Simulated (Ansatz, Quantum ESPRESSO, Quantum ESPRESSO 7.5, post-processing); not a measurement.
# honeycomb BP, 2 layers, AB stacking against a metal electrode

Wanted: the capacitance of honeycomb BP, 2 layers, AB stacking by the effective screening medium.

Program: Quantum ESPRESSO 7.5. Level of theory: plane-wave DFT, PBE, GBRV ultrasoft pseudopotentials (geometry by Ansatz 0.2.0 with PAW datasets; geometry under PBE-D3(BJ)). Results are calculated unless marked as measured.

Most raw output is cut from this account.

### Step 1. The starting structure

The cell holds 4 atoms: 2 P and 2 B. Cell: a = 3.210 Å, b = 3.210 Å, c = 19.300 Å, α = 90.0°, β = 90.0°, γ = 120.0°. It derives from BP. Vacuum lies along c.

As a file:

```cif
data_structure
_symmetry_space_group_name_H-M 'P 1'
_symmetry_Int_Tables_number 1
_cell_length_a 3.2100
_cell_length_b 3.2100
_cell_length_c 19.3000
_cell_angle_alpha 90.000
_cell_angle_beta 90.000
_cell_angle_gamma 120.000
_cell_volume 172.23
loop_
_atom_site_label
_atom_site_type_symbol
_atom_site_fract_x
_atom_site_fract_y
_atom_site_fract_z
_atom_site_occupancy
P1 P 0.66667 0.33333 0.41451 1
B2 B 0.33333 0.66667 0.41451 1
P3 P 0.00000 0.00000 0.58549 1
B4 B 0.66667 0.33333 0.58549 1
```

This sheet is a model structure: its symmetry is held, and its stability is not tested here.

### Step 2. Geometry from Ansatz

A relaxation in Ansatz fixes the structure of this slab for the runs on it.

input.yaml

```yaml
crystal:
  lattice:
    - [3.21, 0.0, 0.0]
    - [-1.605, 2.7799415461, 0.0]
    - [0.0, 0.0, 19.3]
  atoms:
    - { symbol: P, position: [0.6666666667, 0.3333333333, 0.414507772] }
    - { symbol: B, position: [0.3333333333, 0.6666666667, 0.414507772] }
    - { symbol: P, position: [0.0, 0.0, 0.585492228] }
    - { symbol: B, position: [0.6666666667, 0.3333333333, 0.585492228] }
kpoints:
  mp_grid: { grid: [12, 12, 1] }
hamiltonian:
  xc: pbe
  dispersion: d3bj
scf:
  occupations: { method: fermi_dirac, width: 0.05 }
  convergence: { dr2_threshold: 1.0e-08 }
efield:
  axis: 3
  dipole_correction: true
  ramp_position: 0.97
  ramp_width: 0.04
relax:
  f_tol: 0.01
  cell: { fix: [c, alpha, beta] }
output:
  write_potential: true
  write_density: true
  volumetric_format: npy
```

On the command line:

```sh
$ ansatz run input.yaml --threads 2 --pin off --max-ram 4096MiB --backend cpu --events-out ev --progress --plain --runs-dir out
```

It took 4.6 s on 2 threads of AMD EPYC 9R45 (Zen 5), shared host; peak memory 0.43 GiB; 8.6 s of CPU time.

Step by step:

```csv
step,energy less that of the first step (eV),largest force component (eV/Å),pressure (GPa),volume (Å³)
1,0.0000,0.1643,-0.17,172.23
2,-0.0163,0.0609,-0.18,171.78
3,-0.0168,0.0332,0.39,170.35
4,-0.0192,0.0107,0.04,171.27
5,-0.0193,0.0016,0.00,171.40
6*,-0.0192,0.0016,0.00,171.40
```

Relaxation steps marked * repeat the geometry before them on a plane-wave basis chosen anew for their cell, so energy and pressure can jump there.

Forces are held to the 6 operations that the run works with; a distortion that breaks them can't arise in this run.

```csv
cell as run,before,after,change
a (Å),3.210,3.202,-0.2 %
b (Å),3.210,3.202,-0.2 %
```

The atoms that moved most (Å, along periodic axes as changes of fractional coordinates times the final cell, across vacuum about the mean position):

```csv
atom,dx,dy,dz,length
B2,0.000,0.000,-0.135,0.135
P3,0.000,0.000,0.132,0.132
B4,0.000,0.000,0.118,0.118
P1,0.000,0.000,-0.115,0.115
```

The relaxed structure:

```xyz
4
Lattice="3.2023 0.0000 0.0000 -1.6012 2.7733 0.0000 0.0000 0.0000 19.3000" Properties=species:S:1:pos:R:3
P     1.6012    0.9244    7.8855
B     0.0000    1.8489    7.8649
P     0.0000    0.0000   11.4316
B     1.6012    0.9244   11.4180
```

This step gave:

* free energy: -1824.0538 eV
* Fermi energy: -0.8999 eV
* gap by band count: 0.7427 eV
* symmetry operations: 6
* dipole along the normal: -0.007817 e·Å
* vacuum level at the upper face over a Fermi level inside the gap: 4.836 eV
* vacuum level at the lower face over a Fermi level inside the gap: 4.676 eV

### Step 3. Self-consistent run: charge -0.0268 e

ESM with bc3 puts vacuum below and a metal electrode at the cell's upper end, z = c/2, which holds the counter charge and sets the zero of potential. tot_charge counts missing electrons, so a negative value adds electrons. The energies and forces that the log prints for charged cells are not used here.

Level of this step: plane-wave DFT, PBE, GBRV ultrasoft pseudopotentials (Quantum ESPRESSO 7.5).

q0.in

```
&control
  prefix = 'q0'
  outdir = './out'
  pseudo_dir = './pseudo'
  calculation = 'scf'
  tprnfor = .true.
/
&system
  ibrav = 0
  nat = 4
  ntyp = 2
  ecutwfc = 40
  ecutrho = 200
  occupations = 'smearing'
  smearing = 'fd'
  degauss = 0.004
  assume_isolated = 'esm'
  esm_bc = 'bc3'
  tot_charge = -0.0268
/
&electrons
  conv_thr = 1e-08
  mixing_beta = 0.4
  electron_maxstep = 120
  mixing_mode = 'local-TF'
/
ATOMIC_SPECIES
  P   30.9738  p_pbe_v1.5.uspp.F.UPF
  B   10.8100  b_pbe_v1.4.uspp.F.UPF
CELL_PARAMETERS angstrom
  3.20231763469907 0.00000000000000 0.00000000000000
  -1.60115881734953 2.77328842263629 -0.00000000000000
  0.00000000000000 -0.00000000000000 19.30000000000000
ATOMIC_POSITIONS crystal
  P   0.666666666667 0.333333333333 -0.039523352792
  B   0.333333333333 0.666666666667 -0.040588291786
  P   0.000000000000 -0.000000000000 0.144215234792
  B   0.666666666667 0.333333333333 0.143511466112
K_POINTS automatic
  24 24 1 0 0 0
```

On the command line:

```sh
$ OMP_NUM_THREADS=1 mpirun -n 2 pw.x -nk 2 -in q0.in > q0.out
```

It took 52 s on 2 MPI ranks; peak memory 0.41 GiB; 1.7 min of CPU time.

Numbers from this step:

| Item | Value |
| --- | --- |
| Fermi energy | -1.171 eV |
| vacuum line at the lower end of the cell, over the Fermi level | 4.258 eV |
| slope of the potential above | -0.5467 eV/Å |
| vacuum line at the upper end of the cell, over the Fermi level | 1.171 eV |

Electrostatic potential energy of an electron; zero at the Fermi level. The potential energy, planar mean by z:

```csv
z (Å),"potential energy, planar mean (eV)"
-9.5,4.26
-9.0,4.26
-8.5,4.26
-8.0,4.26
-7.5,4.26
-7.0,4.26
-6.5,4.26
-6.0,4.26
-5.5,4.26
-5.0,4.26
-4.5,4.26
-4.0,4.25
-3.5,4.24
-3.0,4.17
-2.5,3.84
-2.0,2.39
-1.5,-3.46
-1.0,-19.5
-0.5,-18.2
0.0,-2.74
0.5,2.49
1.0,3.51
1.5,2.53
2.0,-2.64
2.5,-18.1
3.0,-19.8
3.5,-3.91
4.0,2.16
4.5,3.49
5.0,3.59
5.5,3.41
6.0,3.15
6.5,2.89
7.0,2.62
7.5,2.35
8.0,2.07
8.5,1.80
9.0,1.53
9.5,1.25
```

The run needed 35 iterations to bring the estimated error under 1e-08 Ry.

Inside the slab this potential holds the local part of the pseudopotentials, which can be repulsive at the nuclei; only its value in the vacuum has a meaning of its own.

Gauss's law asks for a slope of 180.95 q/A = -0.546 eV/Å in the gap; the run gives -0.547.

### Step 4. Ground state: charge -0.0134 e

The charge is stepped; where the run before has converged, its density is the start.

q1.in, as its differences from the input of step 3:

```diff
@@ -1,3 +1,3 @@
 &control
-  prefix = 'q0'
+  prefix = 'q1'
   outdir = './out'
@@ -18,3 +18,3 @@
   esm_bc = 'bc3'
-  tot_charge = -0.0268
+  tot_charge = -0.0134
 /
@@ -25,2 +25,3 @@
   mixing_mode = 'local-TF'
+  startingpot = 'file'
 /
```

On the command line:

```sh
$ cp -r out/q0.save out/q1.save
$ OMP_NUM_THREADS=1 mpirun -n 2 pw.x -nk 2 -in q1.in > q1.out
```

Wall time 48 s (2 MPI ranks); peak memory 0.37 GiB.

Numbers from this step:

| Item | Value |
| --- | --- |
| Fermi energy | -2.802 eV |
| vacuum line at the lower end of the cell, over the Fermi level | 4.289 eV |
| slope of the potential above | -0.2733 eV/Å |
| vacuum line at the upper end of the cell, over the Fermi level | 2.802 eV |

The electrode's potential over the Fermi level goes from 1.171 to 2.802 eV, the far face's from 4.258 to 4.289 eV.

### Step 5. Ground state

q2.in, as its differences from the input of step 4:

```diff
@@ -1,3 +1,3 @@
 &control
-  prefix = 'q1'
+  prefix = 'q2'
   outdir = './out'
@@ -18,3 +18,3 @@
   esm_bc = 'bc3'
-  tot_charge = -0.0134
+  tot_charge = 0.0
 /
```

On the command line:

```sh
$ cp -r out/q1.save out/q2.save
$ OMP_NUM_THREADS=1 mpirun -n 2 pw.x -nk 2 -in q2.in > q2.out
```

Elapsed: 46 s, on 2 MPI ranks; peak memory 0.37 GiB.

Numbers from this step:

```
Fermi energy                                                   : -4.804 eV
vacuum line at the lower end of the cell, over the Fermi level : 4.649 eV
slope of the potential above                                   : -5.98e-6 eV/Å
vacuum line at the upper end of the cell, over the Fermi level : 4.804 eV
```

The run needed 22 iterations to bring the estimated error under 1e-08 Ry.

The electrode's potential over the Fermi level goes from 2.802 to 4.804 eV, the far face's from 4.289 to 4.649 eV. The neutral sheet has a gap, in which the smearing places the Fermi level.

### Step 6. Self-consistent run: charge 0.0134 e

q3.in, as its differences from the input of step 5:

```diff
@@ -1,3 +1,3 @@
 &control
-  prefix = 'q2'
+  prefix = 'q3'
   outdir = './out'
@@ -18,3 +18,3 @@
   esm_bc = 'bc3'
-  tot_charge = 0.0
+  tot_charge = 0.0134
 /
```

On the command line:

```sh
$ cp -r out/q2.save out/q3.save
$ OMP_NUM_THREADS=1 mpirun -n 2 pw.x -nk 2 -in q3.in > q3.out
```

It took 37 s on 2 MPI ranks; peak memory 0.35 GiB; 73 s of CPU time.

Numbers from this step:

| Property | Result |
| --- | --- |
| Fermi energy | -6.676 eV |
| vacuum line at the lower end of the cell, over the Fermi level | 4.982 eV |
| slope of the potential above | 0.2733 eV/Å |
| vacuum line at the upper end of the cell, over the Fermi level | 6.676 eV |

The electrode's potential over the Fermi level goes from 4.804 to 6.676 eV, the far face's from 4.649 to 4.982 eV. The neutral sheet has a gap, in which the smearing places the Fermi level.

### Step 7. Ground state: charge 0.0268 e

q4.in, as its differences from the input of step 6:

```diff
@@ -1,3 +1,3 @@
 &control
-  prefix = 'q3'
+  prefix = 'q4'
   outdir = './out'
@@ -18,3 +18,3 @@
   esm_bc = 'bc3'
-  tot_charge = 0.0134
+  tot_charge = 0.0268
 /
```

On the command line:

```sh
$ cp -r out/q3.save out/q4.save
$ OMP_NUM_THREADS=1 mpirun -n 2 pw.x -nk 2 -in q4.in > q4.out
```

The job ended after 41 s (2 MPI ranks; peak memory 0.27 GiB; 82 s of CPU time).

Numbers from this step:

```
Fermi energy                                                   : -8.245 eV
vacuum line at the lower end of the cell, over the Fermi level : 5.013 eV
slope of the potential above                                   : 0.5467 eV/Å
vacuum line at the upper end of the cell, over the Fermi level : 8.245 eV
```

The electrode's potential over the Fermi level goes from 6.676 to 8.245 eV, the far face's from 4.982 to 5.013 eV.

### Step 8. Ground state: charge 0.0535 e

q5.in, as its differences from the input of step 7:

```diff
@@ -1,3 +1,3 @@
 &control
-  prefix = 'q4'
+  prefix = 'q5'
   outdir = './out'
@@ -18,3 +18,3 @@
   esm_bc = 'bc3'
-  tot_charge = 0.0268
+  tot_charge = 0.0535
 /
```

On the command line:

```sh
$ cp -r out/q4.save out/q5.save
$ OMP_NUM_THREADS=1 mpirun -n 2 pw.x -nk 2 -in q5.in > q5.out
```

It took 55 s on 2 MPI ranks; peak memory 0.4 GiB; 1.8 min of CPU time.

This step gave:

```
Fermi energy                                                   : -11.37 eV
vacuum line at the lower end of the cell, over the Fermi level : 5.034 eV
slope of the potential above                                   : 1.091 eV/Å
vacuum line at the upper end of the cell, over the Fermi level : 11.37 eV
```

The electrode's potential over the Fermi level goes from 8.245 to 11.365 eV, the far face's from 5.013 to 5.034 eV.

Gauss's law asks for a slope of 180.95 q/A = 1.090 eV/Å in the gap; the run gives 1.091.

Each curve counts from the Fermi level of its own run.

The runs together. Potential energy against z:

```csv
z (Å),potential at -0.0268 e (eV),potential at -0.0134 e (eV),potential at 0 e (eV),potential at 0.0134 e (eV),potential at 0.0268 e (eV),potential at 0.0535 e (eV)
-9,4.26,4.29,4.65,4.98,5.01,5.03
-8,4.26,4.29,4.65,4.98,5.01,5.03
-7,4.26,4.29,4.65,4.98,5.01,5.03
-6,4.26,4.29,4.65,4.98,5.01,5.03
-5,4.26,4.29,4.65,4.98,5.01,5.03
-4,4.25,4.28,4.64,4.98,5.01,5.03
-3,4.17,4.20,4.56,4.89,4.92,4.94
-2,2.39,2.42,2.78,3.11,3.14,3.16
-1,-19.5,-19.5,-19.1,-18.8,-18.8,-18.8
0,-2.74,-2.71,-2.34,-2.01,-1.98,-1.96
1,3.51,3.59,4.01,4.35,4.39,4.43
2,-2.64,-2.52,-2.03,-1.68,-1.64,-1.59
3,-19.8,-19.6,-19.1,-18.8,-18.7,-18.7
4,2.16,2.34,2.89,3.30,3.40,3.58
5,3.59,3.96,4.71,5.32,5.63,6.23
6,3.15,3.79,4.80,5.68,6.25,7.39
7,2.62,3.53,4.80,5.95,6.80,8.47
8,2.07,3.25,4.80,6.23,7.35,9.57
9,1.53,2.98,4.80,6.50,7.89,10.7
```

### Step 9. Potential against charge, and the capacitance

Table of electrode's potential less the Fermi level by charge of the slab:

```csv
charge of the slab (1e13 e/cm²),electrode's potential less the Fermi level (eV)
-3.02,1.17
-1.51,2.80
0.00,4.80
1.51,6.68
3.02,8.24
6.02,11.4
```

Slopes between neighbouring charges; a slope that includes zero charge spans the gap. Differential capacitance against charge of the slab:

```csv
charge of the slab (1e13 e/cm²),differential capacitance (μF/cm²)
-2.26,1.48
-0.75,1.21
0.75,1.29
2.26,1.54
4.52,1.54
```

### Step 10. SCF with pw.x: between two electrodes with a field of 0.004 Ry/bohr

bc2 puts electrodes at both ends of the cell; esm_efield times the cell length sets the bias between them, and the slab stays neutral.

bc2.in

```
&control
  prefix = 'bc2'
  outdir = './out'
  pseudo_dir = './pseudo'
  calculation = 'scf'
  tprnfor = .true.
/
&system
  ibrav = 0
  nat = 4
  ntyp = 2
  ecutwfc = 40
  ecutrho = 200
  occupations = 'smearing'
  smearing = 'fd'
  degauss = 0.004
  assume_isolated = 'esm'
  esm_bc = 'bc2'
  esm_efield = 0.004
/
&electrons
  conv_thr = 1e-07
  mixing_beta = 0.4
  electron_maxstep = 120
  mixing_mode = 'local-TF'
/
ATOMIC_SPECIES
  P   30.9738  p_pbe_v1.5.uspp.F.UPF
  B   10.8100  b_pbe_v1.4.uspp.F.UPF
CELL_PARAMETERS angstrom
  3.20231763469907 0.00000000000000 0.00000000000000
  -1.60115881734953 2.77328842263629 -0.00000000000000
  0.00000000000000 -0.00000000000000 19.30000000000000
ATOMIC_POSITIONS crystal
  P   0.666666666667 0.333333333333 -0.091336824294
  B   0.333333333333 0.666666666667 -0.092401763289
  P   0.000000000000 -0.000000000000 0.092401763289
  B   0.666666666667 0.333333333333 0.091697994610
K_POINTS automatic
  24 24 1 0 0 0
```

On the command line:

```sh
$ OMP_NUM_THREADS=1 mpirun -n 2 pw.x -nk 2 -in bc2.in > bc2.out
```

Run time: 61 s. Hardware: 2 MPI ranks; peak memory 0.41 GiB.

Read from the output:

| Item | Value |
| --- | --- |
| Fermi energy | -3.730 eV |
| slope of the potential below | -0.1571 eV/Å |
| vacuum line at the lower end of the cell, over the Fermi level | 5.715 eV |
| slope of the potential above | -0.1570 eV/Å |
| vacuum line at the upper end of the cell, over the Fermi level | 3.730 eV |

Electrostatic potential energy of an electron; zero at the Fermi level, which the smearing puts inside the gap. Potential energy, planar mean against z:

```csv
z (Å),"potential energy, planar mean (eV)"
-9,5.61
-8,5.46
-7,5.30
-6,5.14
-5,4.98
-4,4.74
-3,2.89
-2,-19.0
-1,-2.32
0,4.01
1,-2.05
2,-19.2
3,2.85
4,4.52
5,4.46
6,4.30
7,4.15
8,3.99
9,3.83
```

The set field of 0.103 V/Å over 19.3 Å is a bias of 1.98 V; the two ends of the cell differ by 1.98 eV. The slope in the vacuum is 0.157 eV/Å in size, more than the set field, because the slab carries little of the drop.

### Step 11. SCF with pw.x, with K_POINTS = [32, 32, 1] and degauss = 0.01

How much does a setting matter? One run is repeated with a change.

q3.w0.in, as its differences from the input of step 6:

```diff
@@ -1,3 +1,3 @@
 &control
-  prefix = 'q3'
+  prefix = 'q3.w0'
   outdir = './out'
@@ -15,3 +15,3 @@
   smearing = 'fd'
-  degauss = 0.004
+  degauss = 0.01
   assume_isolated = 'esm'
@@ -25,3 +25,2 @@
   mixing_mode = 'local-TF'
-  startingpot = 'file'
 /
@@ -40,2 +39,2 @@
 K_POINTS automatic
-  24 24 1 0 0 0
+  32 32 1 0 0 0
```

On the command line:

```sh
$ OMP_NUM_THREADS=1 mpirun -n 2 pw.x -nk 2 -in q3.w0.in > q3.w0.out
```

Elapsed: 89 s, on 2 MPI ranks; peak memory 0.42 GiB; 3 min of CPU time.

Beside the run it was changed from:

```csv
quantity,this run,unchanged run,difference
"vacuum line at the upper end of the cell, over the Fermi level (eV)",6.512,6.676,-0.16
"vacuum line at the lower end of the cell, over the Fermi level (eV)",4.815,4.982,-0.17
wall time (s),89,37,
SCF iterations,43,15,
```

This run starts from superposed atoms, the unchanged one from a saved density, so their iteration counts don't compare.

Levels move by up to 167 meV, so the change matters at the level of the results.

### Step 12. Self-consistent run, with ecutwfc = 14 and ecutrho = 56

One more run, with a changed input.

q3.bad.in, as its differences from the input of step 6:

```diff
@@ -1,3 +1,3 @@
 &control
-  prefix = 'q3'
+  prefix = 'q3.bad'
   outdir = './out'
@@ -11,4 +11,4 @@
   ntyp = 2
-  ecutwfc = 40
-  ecutrho = 200
+  ecutwfc = 14
+  ecutrho = 56
   occupations = 'smearing'
@@ -23,5 +23,4 @@
   mixing_beta = 0.4
-  electron_maxstep = 120
+  electron_maxstep = 75
   mixing_mode = 'local-TF'
-  startingpot = 'file'
 /
```

On the command line:

```sh
$ OMP_NUM_THREADS=1 mpirun -n 2 pw.x -nk 2 -in q3.bad.in > q3.bad.out
```

It took 8.4 s on 2 MPI ranks; peak memory 0.15 GiB.

Residual by cycle:

cycle, log10 residual and a bar from the least value:
```
        1       -0.8 ##############################
        4       -2.0 #########################
        6       -2.0 #########################
        9       -2.3 ########################
       12       -2.8 ######################
       15       -3.8 ##################
       17       -4.1 #################
       20       -4.7 ###############
       23       -5.8 ##########
       26       -7.2 #####
       28       -8.0 ##
       31       -8.5
```

The cycle converged. A setting was moved off its sound value on purpose, so this run is a test.

The fault put into the input: a cutoff far too low (system.ecutwfc = 14 and system.ecutrho = 56).

Beside the run it was changed from:

```csv
quantity,this run,unchanged run,difference
"vacuum line at the upper end of the cell, over the Fermi level (eV)",6.889,6.676,0.21
"vacuum line at the lower end of the cell, over the Fermi level (eV)",5.163,4.982,0.18
wall time (s),8.4,37,
SCF iterations,31,15,
```

This run starts from superposed atoms, the unchanged one from a saved density, so their iteration counts don't compare.

Levels move by up to 214 meV, so the change matters at the level of the results.

### Step 13. By hand

Between the smallest and the largest positive charge, Δq = 0.0401 e on A = 8.881 Å² and ΔV = 4.689 V. C = Δq/(A ΔV) = 9.6287e-04 e/(V Å²) = 1.54 µF/cm² (1 e/Å² = 1602 µC/cm²). A plate capacitor with that value has a gap of ε₀/C = 8.854/1.54 = 5.74 Å.

### Step 14. What came out

| Quantity | Value |
| --- | --- |
| capacitance with electrons added | 1.48 μF/cm² |
| capacitance with holes added | 1.54 μF/cm² |
| top atoms to the electrode | 6.87 Å |
| far vacuum over the Fermi level at the smaller electron charge | 4.29 eV |
| far vacuum over the Fermi level at the smaller hole charge | 4.98 eV |

In words: Across 6.9 Å of vacuum the capacitance comes to 1.48 μF/cm² with electrons added and 1.54 μF/cm² with holes added (PBE, GBRV ultrasoft). The sheet has a gap. Between the smallest electron and hole charges the Fermi level crosses it, a jump of 0.69 eV on the far face, so zero charge holds over a whole range of potentials and the capacitance dips there. On the doped sides ε₀/C comes to 5.97 Å (electrons) and 5.74 Å (holes), against 6.87 Å from the top atoms to the electrode: the reach of the charge in front of the atoms shortens it, the sheet's density of states lengthens it. The ions are fixed at the PBE-D3(BJ) geometry, so no force or energy of the charged cells enters. The mesh and the smearing resolve small carrier pockets only roughly.

[Logs are printed without paths, hosts, clocks, repeated set-up lines and the standing remarks that a program may print on its own settings, such as how far it seeks lower states.]

[Hosts, paths, dates, database ids (printed as entryN), source tags and the programs' standing remarks are cut or masked in the printed files.]

[Maps of the electrostatic potential energy from Ansatz leave out the sawtooth potential of an applied field or a dipole correction, so their vacuum need not be flat; planar profiles and work functions include it.]
